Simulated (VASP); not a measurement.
# Rh in VASP: reference runs

Reference runs on Rh: the cell as given.

Everything below comes from runs of VASP 6.6.1. Logs are shortened: lines on timing, memory, paths and dates and some standing lists are left out, and cuts for length are marked.

### 1 Starting point

The cell holds a sheet with vacuum, 1 atom: a = 2.430 Å, b = 2.430 Å, c = 23.800 Å, α = 90.00°, β = 90.00°, γ = 93.94°.

The cell was built by a generator and needn't be a form met in nature.

### 2 Single point, PBE

File INCAR:

```
ALGO     = Normal         # electronic algorithm
DIPOL    = 0.5 0.5 0.294
EDIFF    = 1E-7           # SCF threshold, eV
ENCUT    = 520            # plane-wave cutoff, eV
GGA      = PE             # functional
IDIPOL   = 3            
ISIF     = 2              # what is computed and relaxed
ISMEAR   = -1             # smearing method
LASPH    = True           # aspherical terms in the spheres
LCHARG   = False          # write CHGCAR
LDIPOL   = True         
LREAL    = False          # projectors in reciprocal space
LWAVE    = False          # write WAVECAR
NBANDS   = 14             # bands
NELM     = 100            # most SCF steps
PREC     = Accurate       # precision mode
SIGMA    = 0.05           # smearing width, eV
```

File KPOINTS:

```
k-points
0
Gamma
  11 11 1
```

File POSCAR:

```
Rh
1.0
    2.4265300000      0.1231000000      0.0000000000
   -0.2893500000      2.4123600000      0.0000000000
    0.0000000000      0.0000000000     23.8000000000
Rh
1
Direct
    0.5000000000      0.5000000000      0.2941200000
```

Potentials or basis: VASP PAW PBE potentials, release 64 (Rh_pv).

Command:

```bash
> cat potpaw_PBE.64/Rh_pv/POTCAR > POTCAR
> mpirun -np 1 vasp_std > vasp.out
```

OUTCAR:

```text
EDIFF = 1E-7
   ENCUT = 520
   GGA = PE
   ISIF = 2
   ISMEAR = -1
   LASPH = True
   LREAL = False
   NELM = 100
   PREC = Accurate

 ion  position               nearest neighbor table
   1  0.500  0.500  0.294-

  LATTYP: Found a base centered orthorhombic cell.
 ALAT       =     3.3160361524
 B/A-ratio  =     1.0711588953
 C/A-ratio  =     7.1772438255

  Lattice vectors:

 A1 = (   2.4265300000,   0.1231000000,   0.0000000000)
 A2 = (  -0.2893500000,   2.4123600000,   0.0000000000)
 A3 = (   0.0000000000,   0.0000000000,  23.8000000000)

Analysis of symmetry for initial positions (statically):
=====================================================================
 Subroutine PRICEL returns:
 Original cell was already a primitive cell.

 Routine SETGRP: Setting up the symmetry group for a
 base centered orthorhombic supercell.

 Subroutine GETGRP returns: Found  8 space group operations
 (whereof  4 operations were pure point group operations)
 out of a pool of  8 trial point group operations.

The static configuration has the point symmetry C_2v.
 The point group associated with its full space group is D_2h.

Analysis of symmetry for dynamics (positions and initial velocities):
=====================================================================
 Subroutine PRICEL returns:
 Original cell was already a primitive cell.

 Routine SETGRP: Setting up the symmetry group for a
 base centered orthorhombic supercell.

 Subroutine GETGRP returns: Found  8 space group operations
 (whereof  4 operations were pure point group operations)
 out of a pool of  8 trial point group operations.

The dynamic configuration has the point symmetry C_2v.
 The point group associated with its full space group is D_2h.

 Subroutine INISYM returns: Found  8 space group operations
 (whereof  4 operations are pure point group operations),
 and found     1 'primitive' translations

----------------------------------------------------------------------------------------

                                     Primitive cell

  volume of cell :     140.1649

  direct lattice vectors                    reciprocal lattice vectors
     2.426530000  0.123100000  0.000000000     0.409618631  0.049131618  0.000000000
    -0.289350000  2.412360000  0.000000000    -0.020902375  0.412024697  0.000000000
     0.000000000  0.000000000 23.800000000     0.000000000  0.000000000  0.042016807

  length of vectors
     2.429650479  2.429651043 23.800000000     0.412554650  0.412554554  0.042016807

  position of ions in fractional coordinates (direct lattice)
     0.500000000  0.500000000  0.294120000

  ion indices of the primitive-cell ions
   primitive index   ion index
                 1           1

----------------------------------------------------------------------------------------

 KPOINTS: k-points

Automatic generation of k-mesh.
 Grid dimensions read from file:
 generate k-points for:   11   11    1

 Generating k-lattice:

  Cartesian coordinates                     Fractional coordinates (reciprocal lattice)
     0.037238057  0.004466511  0.000000000     0.090909091  0.000000000  0.000000000
    -0.001900216  0.037456791  0.000000000     0.000000000  0.090909091  0.000000000
     0.000000000  0.000000000  0.042016807     0.000000000  0.000000000  1.000000000

  Length of vectors
     0.037504968  0.037504959  0.042016807

  Shift w.r.t. Gamma in fractional coordinates (k-lattice)
     0.000000000  0.000000000  0.000000000

 Subroutine IBZKPT returns following result:
 ===========================================

 Found     36 irreducible k-points:

 Following reciprocal coordinates:
            Coordinates               Weight
  0.000000  0.000000  0.000000      1.000000
  0.090909 -0.000000  0.000000      4.000000
  0.181818  0.000000  0.000000      4.000000
  0.272727 -0.000000  0.000000      4.000000
  0.363636 -0.000000  0.000000      4.000000
  0.454545 -0.000000  0.000000      4.000000
[... 16 lines left out ...]
 -0.272727  0.181818  0.000000      4.000000
 -0.181818  0.181818  0.000000      2.000000
 [... further k-points ...]
   k-points           NKPTS =     36   k-points in BZ     NKDIM =     36   number of bands    NBANDS=     14
   number of dos      NEDOS =    301   number of ions     NIONS =      1
   total plane-waves  NPLWV =  58320
   dimension x,y,z NGX =    18 NGY =   18 NGZ =  180
   dimension x,y,z NGXF=    36 NGYF=   36 NGZF=  360
   ions per type =               1
   NGX,Y,Z   is equivalent  to a cutoff of  12.32, 12.32, 12.57 a.u.
   NGXF,Y,Z  is equivalent  to a cutoff of  24.63, 24.63, 25.15 a.u.
 SYSTEM =  unknown system
   PREC   = accura    normal or accurate (medium, high low for compatibility)
   ISTART =      0    job   : 0-new  1-cont  2-samecut
   ICHARG =      2    charge: 1-file 2-atom 10-const
   ISPIN  =      1    spin polarized calculation?
   LNONCOLLINEAR =      F non collinear calculations
   LSORBIT =      F    spin-orbit coupling
   LASPH  =      T    aspherical Exc in radial PAW
   ENCUT  =  520.0 eV  38.22 Ry    6.18 a.u.   4.52  4.52 44.25*2*pi/ulx,y,z
   NELM   =    100;   NELMIN=  2; NELMDL= -5     # of ELM steps
   EDIFF  = 0.1E-06   stopping-criterion for ELM
   LREAL  =      F    real-space projection
   EDIFFG = 0.1E-05   stopping-criterion for IOM
   NSW    =      0    number of steps for IOM
   IBRION =     -1    ionic relax: 0-MD 1-quasi-New 2-CG
   NFREE  =      0    steps in history (QN), initial steepest desc. (CG)
   ISIF   =      2    stress and relaxation
   ISYM   =      2    0-nonsym 1-usesym 2-fastsym
   POTIM  = 0.5000    time-step for ionic-motion
   TEBEG  =    0.0;   TEEND  =   0.0 temperature during run
   PSTRESS=    0.0 pullay stress
   NELECT =      15.0000    total number of electrons
   NUPDOWN=      -1.0000    fix difference up-down
   EMIN   =  10.00;   EMAX   =-10.00  energy-range for DOS
   EFERMI =   0.00;   METHOD = LEGACY
   ISMEAR =    -1;   SIGMA  =   0.05  broadening in eV -4-tet -1-fermi 0-gaus
   EFERMI_NEDOS =   21; number of points for ismear=-14 and -15
   IALGO  =     38    algorithm
   IMIX   =      4    mixing-type and parameters
     AMIX     =   0.40;   BMIX     =  1.00
     AMIX_MAG =   1.60;   BMIX_MAG =  1.00
  volume/ion in A,a.u.               =     140.16       945.88
  Fermi-wavevector in a.u.,A,eV,Ry     =   0.777247  1.468783  8.219445  0.604112
  Thomas-Fermi vector in A             =   1.879894
   LORBIT       =      0    0 simple, 1 ext, 2 COOP (PROOUT), +10 PAW based schemes
   GGA     = PE    functional components
   LHFCALC =     F    Hartree Fock is set to
   AEXX    =    0.0000 exact exchange contribution
   IVDW    =     0    specifies the selected vdW correction
   LEPSILON=     F    determine dielectric tensor
   LRPA    =     F    only Hartree local field effects (RPA)
 non-spin polarized calculation
  energy-cutoff  :      520.00
  volume of cell :      140.16
 maximum number of plane-waves:      3845
 NGX is ok and might be reduce to    18
   NGX =  9   NGY =  9   NGZ = 89

 dipolmoment           0.000000      0.000000     -0.000001 electrons x Angstroem

 number of electron      15.0000001 magnetization

 dipolmoment           0.000000      0.000000      0.000000 electrons x Angstroem

 Free energy of the ion-electron system (eV)
  ---------------------------------------------------
  ext. energy  EPLUGINS =         0.00000000
  ---------------------------------------------------
  free energy    TOTEN  =        -5.42045716 eV

  energy without entropy =       -5.39995295  energy(sigma->0) =       -5.41020506

 E-fermi :  -3.8096     XC(G=0):  -2.1275

 val. band max:       -3.8655576177   @ k =  -0.1818   0.0909   0.0000
 cond. band min:      -3.8084999299   @ k =   0.2727   0.0909   0.0000
 fundamental gap:      0.0570576877
 Fermi energy:        -3.8096364020

 k-point     1 :       0.0000    0.0000    0.0000
  band No.  band energies     occupation
      1     -49.7542      2.00000
      2     -49.7502      2.00000
      3     -49.7414      2.00000
      4      -9.4148      2.00000
      5      -9.2467      2.00000
      6      -5.9020      2.00000
      7      -3.6156      0.04043
      8      -3.4859      0.00308
      9      -2.6590      0.00000
     10      -2.4515      0.00000
     11       1.4422      0.00000
     12       1.8224      0.00000
     13       1.9501      0.00000
     14       2.7563      0.00000

 k-point     2 :       0.0909   -0.0000    0.0000
  band No.  band energies     occupation
      1     -49.8335      2.00000
      2     -49.7411      2.00000
      3     -49.7407      2.00000
      4      -9.2508      2.00000
      5      -8.9023      2.00000
      6      -5.7888      2.00000
      7      -4.2976      1.99988
      8      -3.5176      0.00580
      9      -2.8814      0.00000
     10      -1.7659      0.00000
     11       1.6456      0.00000
     12       2.0516      0.00000
     13       2.1587      0.00000
     14       2.9873      0.00000

 k-point     3 :       0.1818    0.0000    0.0000
  band No.  band energies     occupation
      1     -50.0591      2.00000
      2     -49.7224      2.00000
      3     -49.7166      2.00000
      4      -9.0224      2.00000
      5      -7.6933      2.00000
      6      -5.4594      2.00000
      7      -5.3969      2.00000
      8      -3.4469      0.00141
      9      -3.4353      0.00112
     10      -0.7001      0.00000
     11       2.2543      0.00000
     12       2.7202      0.00000
     13       2.7844      0.00000
     14       3.6630      0.00000
[... 324 lines left out ...]
 k-point    23 :      -0.2727    0.1818    0.0000
  band No.  band energies     occupation
      1     -50.3128      2.00000
      2     -49.9925      2.00000
      3     -49.6531      2.00000
      4      -7.2625      2.00000
      5      -6.5099      2.00000
      6      -6.1862      2.00000
      7      -5.1582      2.00000
      8      -4.5883      2.00000
      9      -3.6854      0.15378
     10       1.5890      0.00000
     11       3.9310      0.00000
     12       4.4984      0.00000
     13       4.5122      0.00000
     14       5.4809      0.00000

 k-point    24 :      -0.1818    0.1818    0.0000
  band No.  band energies     occupation
      1     -50.0471      2.00000
      2     -50.0022      2.00000
      3     -49.6845      2.00000
      4      -7.5351      2.00000
      5      -7.4846      2.00000
      6      -5.4985      2.00000
      7      -5.2985      2.00000
      8      -4.5082      2.00000
      9      -4.1603      1.99820
     10       0.4752      0.00000
     11       2.9655      0.00000
     12       3.4923      0.00000
     13       3.5085      0.00000
     14       4.4496      0.00000

 [... further k-points ...]

------------------------ aborting loop because EDIFF is reached ----------------------------------------

 vacuum level on the upper side and lower side of the slab       (xc-potential included)        -0.008        -0.008

  FORCE on cell =-STRESS in cart. coord.  units (eV):
  Direction    XX          YY          ZZ          XY          YZ          ZX
  --------------------------------------------------------------------------------------
  -------------------------------------------------------------------------------------
  Total        0.0092854      0.0350583     -0.0083817      0.0750433      0.0000000      0.0000000
  in kB        0.1061380      0.4007400     -0.0958084      0.8577941      0.0000000      0.0000000
  external PRESSURE =       0.1370232 kB  Pullay stress =       0.0000000 kB

 VOLUME and BASIS-vectors are now :
 -----------------------------------------------------------------------------
  energy-cutoff  :      520.00
  volume of cell :      140.16
      direct lattice vectors                 reciprocal lattice vectors
     2.426530000  0.123100000  0.000000000     0.409618631  0.049131618  0.000000000
    -0.289350000  2.412360000  0.000000000    -0.020902375  0.412024697  0.000000000
     0.000000000  0.000000000 23.800000000     0.000000000  0.000000000  0.042016807

 POSITION                                       TOTAL-FORCE (eV/Angst)
 -----------------------------------------------------------------------------------
      1.06859      1.26773      7.00006         0.000000      0.000000     -0.000000
 -----------------------------------------------------------------------------------
    total drift:                                0.000000      0.000000      0.000058

  FREE ENERGIE OF THE ION-ELECTRON SYSTEM (eV)
  ---------------------------------------------------
  free  energy   TOTEN  =        -5.4204571646 eV

  energy  without entropy=       -5.3999529479  energy(sigma->0) =       -5.41020506

 vacuum level on the upper side and lower side of the slab         1.722         1.723
```

It took 68 s on 1 thread of AMD EPYC 7R13 (Zen 3), shared host; peak memory 0.22 GiB.

What came out:

* Free energy: -5.4205 eV
* Band gap on the k mesh: none (metal or under the smearing width)

Levels at points of the mesh, in eV from the Fermi level:
| k point | band 4 | band 5 | band 6 | band 7 | band 8 | band 9 | band 10 | band 11 |
| --- | --- | --- | --- | --- | --- | --- | --- | --- |
| (0.00, 0.00, 0.00) | -5.61 | -5.44 | -2.09 | 0.19 | 0.32 | 1.15 | 1.36 | 5.25 |
